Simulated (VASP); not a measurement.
# Al (Fm-3m) in VASP: notebook

Runs on Al. Level: PBE. Tasks: single point.

All numbers are computed with VASP 6.6.1; they aren't measurements. Logs are shortened: lines on timing, memory, paths and dates and some standing lists are left out, and cuts for length are marked.

### Step 1. The structure

Symmetry: Fm-3m, No. 225, cubic system. Conventional cell: a = 4.040 Å, b = 4.040 Å, c = 4.040 Å, α = 90.00°, β = 90.00°, γ = 90.00°. Al (site symmetry m-3m) has 12 Al at 2.86 Å as nearest neighbours.

### Step 2. Single point, PBE

INCAR

```
ALGO = Normal
EDIFF = 1E-7
ENCUT = 350
GGA = PE
ISIF = 2
ISMEAR = 0
LASPH = True
LCHARG = False
LREAL = False
LWAVE = False
NELM = 80
PREC = Accurate
SIGMA = 0.1
```

KPOINTS

```
k-points
0
Gamma
  18 18 18
```

POSCAR

```
Al                                      
1.0
    0.0000000000      2.0199944526      2.0199944526
    2.0199944526      0.0000000000      2.0199944526
    2.0199944526      2.0199944526      0.0000000000
  Al            
     1
Direct
     0.0000000000000000    0.0000000000000000    0.0000000000000000
```

Potentials or basis: VASP PAW PBE potentials, release 64 (Al).

Command:

```sh
$ cat potpaw_PBE.64/Al/POTCAR > POTCAR
$ mpirun -np 1 vasp_std > vasp.out
```

OUTCAR:

```text
EDIFF = 1E-7
   ENCUT = 350
   GGA = PE
   ISIF = 2
   ISMEAR = 0
   LASPH = True
   LREAL = False
   NELM = 80
   PREC = Accurate

 ion  position               nearest neighbor table
   1  0.000  0.000  0.000-

  LATTYP: Found a face centered cubic cell.
 ALAT       =     4.0399889052

  Lattice vectors:

 A1 = (   0.0000000000,   2.0199944526,   2.0199944526)
 A2 = (   2.0199944526,   0.0000000000,   2.0199944526)
 A3 = (   2.0199944526,   2.0199944526,   0.0000000000)

Analysis of symmetry for initial positions (statically):
=====================================================================
 Subroutine PRICEL returns:
 Original cell was already a primitive cell.

 Routine SETGRP: Setting up the symmetry group for a
 face centered cubic supercell.

 Subroutine GETGRP returns: Found 48 space group operations
 (whereof 48 operations were pure point group operations)
 out of a pool of 48 trial point group operations.

The static configuration has the point symmetry O_h .

Analysis of symmetry for dynamics (positions and initial velocities):
=====================================================================
 Subroutine PRICEL returns:
 Original cell was already a primitive cell.

 Routine SETGRP: Setting up the symmetry group for a
 face centered cubic supercell.

 Subroutine GETGRP returns: Found 48 space group operations
 (whereof 48 operations were pure point group operations)
 out of a pool of 48 trial point group operations.

The dynamic configuration has the point symmetry O_h .

 Subroutine INISYM returns: Found 48 space group operations
 (whereof 48 operations are pure point group operations),
 and found     1 'primitive' translations

----------------------------------------------------------------------------------------

                                     Primitive cell

  volume of cell :      16.4847

  direct lattice vectors                    reciprocal lattice vectors
     0.000000000  2.019994453  2.019994453    -0.247525432  0.247525432  0.247525432
     2.019994453  0.000000000  2.019994453     0.247525432 -0.247525432  0.247525432
     2.019994453  2.019994453  0.000000000     0.247525432  0.247525432 -0.247525432

  length of vectors
     2.856703551  2.856703551  2.856703551     0.428726625  0.428726625  0.428726625

  position of ions in fractional coordinates (direct lattice)
     0.000000000  0.000000000  0.000000000

  ion indices of the primitive-cell ions
   primitive index   ion index
                 1           1

----------------------------------------------------------------------------------------

 KPOINTS: k-points

Automatic generation of k-mesh.
 Grid dimensions read from file:
 generate k-points for:   18   18   18

 Generating k-lattice:

  Cartesian coordinates                     Fractional coordinates (reciprocal lattice)
    -0.013751413  0.013751413  0.013751413     0.055555556  0.000000000  0.000000000
     0.013751413 -0.013751413  0.013751413     0.000000000  0.055555556  0.000000000
     0.013751413  0.013751413 -0.013751413     0.000000000  0.000000000  0.055555556

  Length of vectors
     0.023818146  0.023818146  0.023818146

  Shift w.r.t. Gamma in fractional coordinates (k-lattice)
     0.000000000  0.000000000  0.000000000

 Subroutine IBZKPT returns following result:
 ===========================================

 Found    195 irreducible k-points:

 Following reciprocal coordinates:
            Coordinates               Weight
  0.000000  0.000000  0.000000      1.000000
  0.055556  0.000000  0.000000      8.000000
  0.111111  0.000000  0.000000      8.000000
  0.166667  0.000000  0.000000      8.000000
  0.222222  0.000000  0.000000      8.000000
  0.277778  0.000000  0.000000      8.000000
[... 16 lines left out ...]
 -0.277778  0.055556  0.000000     24.000000
 -0.222222  0.055556  0.000000     24.000000
 [... further k-points ...]
   k-points           NKPTS =    195   k-points in BZ     NKDIM =    195   number of bands    NBANDS=      5
   number of dos      NEDOS =    301   number of ions     NIONS =      1
   total plane-waves  NPLWV =   5832
   dimension x,y,z NGX =    18 NGY =   18 NGZ =   18
   dimension x,y,z NGXF=    36 NGYF=   36 NGZF=   36
   ions per type =               1
   NGX,Y,Z   is equivalent  to a cutoff of  10.48, 10.48, 10.48 a.u.
   NGXF,Y,Z  is equivalent  to a cutoff of  20.95, 20.95, 20.95 a.u.
 SYSTEM =  unknown system
   PREC   = accura    normal or accurate (medium, high low for compatibility)
   ISTART =      0    job   : 0-new  1-cont  2-samecut
   ICHARG =      2    charge: 1-file 2-atom 10-const
   ISPIN  =      1    spin polarized calculation?
   LNONCOLLINEAR =      F non collinear calculations
   LSORBIT =      F    spin-orbit coupling
   LASPH  =      T    aspherical Exc in radial PAW
   ENCUT  =  350.0 eV  25.72 Ry    5.07 a.u.   4.36  4.36  4.36*2*pi/ulx,y,z
   NELM   =     80;   NELMIN=  2; NELMDL= -5     # of ELM steps
   EDIFF  = 0.1E-06   stopping-criterion for ELM
   LREAL  =      F    real-space projection
   EDIFFG = 0.1E-05   stopping-criterion for IOM
   NSW    =      0    number of steps for IOM
   IBRION =     -1    ionic relax: 0-MD 1-quasi-New 2-CG
   NFREE  =      0    steps in history (QN), initial steepest desc. (CG)
   ISIF   =      2    stress and relaxation
   ISYM   =      2    0-nonsym 1-usesym 2-fastsym
   POTIM  = 0.5000    time-step for ionic-motion
   TEBEG  =    0.0;   TEEND  =   0.0 temperature during run
   PSTRESS=    0.0 pullay stress
   NELECT =       3.0000    total number of electrons
   NUPDOWN=      -1.0000    fix difference up-down
   EMIN   =  10.00;   EMAX   =-10.00  energy-range for DOS
   EFERMI =   0.00;   METHOD = LEGACY
   ISMEAR =     0;   SIGMA  =   0.10  broadening in eV -4-tet -1-fermi 0-gaus
   EFERMI_NEDOS =   21; number of points for ismear=-14 and -15
   IALGO  =     38    algorithm
   IMIX   =      4    mixing-type and parameters
     AMIX     =   0.40;   BMIX     =  1.00
     AMIX_MAG =   1.60;   BMIX_MAG =  1.00
  volume/ion in A,a.u.               =      16.48       111.24
  Fermi-wavevector in a.u.,A,eV,Ry     =   0.927730  1.753156 11.710310  0.860684
  Thomas-Fermi vector in A             =   2.053831
   LORBIT       =      0    0 simple, 1 ext, 2 COOP (PROOUT), +10 PAW based schemes
   GGA     = PE    functional components
   LHFCALC =     F    Hartree Fock is set to
   AEXX    =    0.0000 exact exchange contribution
   IVDW    =     0    specifies the selected vdW correction
   LEPSILON=     F    determine dielectric tensor
   LRPA    =     F    only Hartree local field effects (RPA)
 non-spin polarized calculation
 Gauss-broadening in eV      SIGMA  =   0.10
  energy-cutoff  :      350.00
  volume of cell :       16.48
 maximum number of plane-waves:       262
 NGX is ok and might be reduce to    18
   NGX =  9   NGY =  9   NGZ =  9

 number of electron       3.0000000 magnetization

 Free energy of the ion-electron system (eV)
  ---------------------------------------------------
  ext. energy  EPLUGINS =         0.00000000
  ---------------------------------------------------
  free energy    TOTEN  =        -3.74340738 eV

  energy without entropy =       -3.74047679  energy(sigma->0) =       -3.74194209

 E-fermi :   8.0026     XC(G=0): -10.1997

 val. band max:        7.9955918513   @ k =  -0.2778   0.2778   0.0556
 cond. band min:       8.0027376227   @ k =  -0.2778   0.5000   0.2222
 fundamental gap:      0.0071457714
 Fermi energy:         8.0025714042

 k-point     1 :       0.0000    0.0000    0.0000
  band No.  band energies     occupation
      1      -3.1304      2.00000
      2      20.6423      0.00000
      3      20.6423      0.00000
      4      20.6423      0.00000
      5      22.1343      0.00000

 k-point     2 :       0.0556    0.0000    0.0000
  band No.  band energies     occupation
      1      -3.0464      2.00000
      2      19.1223      0.00000
      3      20.3296      0.00000
      4      20.3296      0.00000
      5      22.5779      0.00000

 k-point     3 :       0.1111    0.0000    0.0000
  band No.  band energies     occupation
      1      -2.7948      2.00000
      2      16.8983      0.00000
      3      19.8173      0.00000
      4      19.8173      0.00000
      5      22.7730      0.00000

 k-point     4 :       0.1667    0.0000    0.0000
  band No.  band energies     occupation
      1      -2.3764      2.00000
      2      14.6594      0.00000
      3      19.3718      0.00000
      4      19.3718      0.00000
      5      22.6113      0.00000

 k-point     5 :       0.2222    0.0000    0.0000
  band No.  band energies     occupation
      1      -1.7928      2.00000
      2      12.4965      0.00000
      3      19.0443      0.00000
      4      19.0443      0.00000
      5      22.4410      0.00000

 k-point     6 :       0.2778    0.0000    0.0000
  band No.  band energies     occupation
      1      -1.0459      2.00000
      2      10.4399      0.00000
      3      18.8486      0.00000
      4      18.8486      0.00000
      5      22.3023      0.00000
[... 113 lines left out ...]
 k-point    21 :      -0.3889    0.0556    0.0000
  band No.  band energies     occupation
      1       1.3887      2.00000
      2       6.2060      2.00000
      3      17.2522      0.00000
      4      19.2799      0.00000
      5      20.1597      0.00000

 k-point    22 :      -0.3333    0.0556    0.0000
  band No.  band energies     occupation
      1       0.2723      2.00000
      2       7.9587      1.46536
      3      17.1247      0.00000
      4      19.9356      0.00000
      5      20.1148      0.00000

 k-point    23 :      -0.2778    0.0556    0.0000
  band No.  band energies     occupation
      1      -0.6877      2.00000
      2       9.8451      0.00000
      3      17.1423      0.00000
      4      20.0160      0.00000
      5      20.9174      0.00000

 k-point    24 :      -0.2222    0.0556    0.0000
  band No.  band energies     occupation
      1      -1.4880      2.00000
      2      11.8552      0.00000
      3      17.3046      0.00000
      4      20.1589      0.00000
      5      21.9069      0.00000

 [... further k-points ...]
[... 5 lines left out ...]
  --------------------------------------------------------------------------------------
  -------------------------------------------------------------------------------------
  Total        0.0000894      0.0000894      0.0000894     -0.0000000     -0.0000000      0.0000000
  in kB        0.0086925      0.0086925      0.0086925     -0.0000000     -0.0000000      0.0000000
  external PRESSURE =       0.0086925 kB  Pullay stress =       0.0000000 kB

 VOLUME and BASIS-vectors are now :
 -----------------------------------------------------------------------------
  energy-cutoff  :      350.00
  volume of cell :       16.48
      direct lattice vectors                 reciprocal lattice vectors
     0.000000000  2.019994453  2.019994453    -0.247525432  0.247525432  0.247525432
     2.019994453  0.000000000  2.019994453     0.247525432 -0.247525432  0.247525432
     2.019994453  2.019994453  0.000000000     0.247525432  0.247525432 -0.247525432

 POSITION                                       TOTAL-FORCE (eV/Angst)
 -----------------------------------------------------------------------------------
      0.00000      0.00000      0.00000        -0.000000     -0.000000     -0.000000
 -----------------------------------------------------------------------------------
    total drift:                                0.000000     -0.000000     -0.000000

  FREE ENERGIE OF THE ION-ELECTRON SYSTEM (eV)
  ---------------------------------------------------
  free  energy   TOTEN  =        -3.7434073795 eV

  energy  without entropy=       -3.7404767906  energy(sigma->0) =       -3.74194209
```

It took 5.9 s on 1 thread of Intel Xeon 6975P-C (Granite Rapids), shared host; peak memory 0.11 GiB.

What came out:

```yaml
Free_energy: -3.7434 eV
Pressure: 0.0 GPa
Band_gap_on_the_k_mesh: none (metal or under the smearing width)
```

Levels at points of the mesh, in eV from the Fermi level:
| k point | band 1 | band 2 | band 3 | band 4 | band 5 |
| --- | --- | --- | --- | --- | --- |
| (0.00, 0.00, 0.00) | -11.13 | 12.64 | 12.64 | 12.64 | 14.13 |
| (0.50, 0.00, 0.00) | -4.59 | -4.37 | 11.43 | 11.43 | 11.48 |
| (0.50, 0.50, 0.00) | -2.92 | -1.59 | 5.27 | 5.61 | 5.61 |

(Part 1 of 3 ends here.)
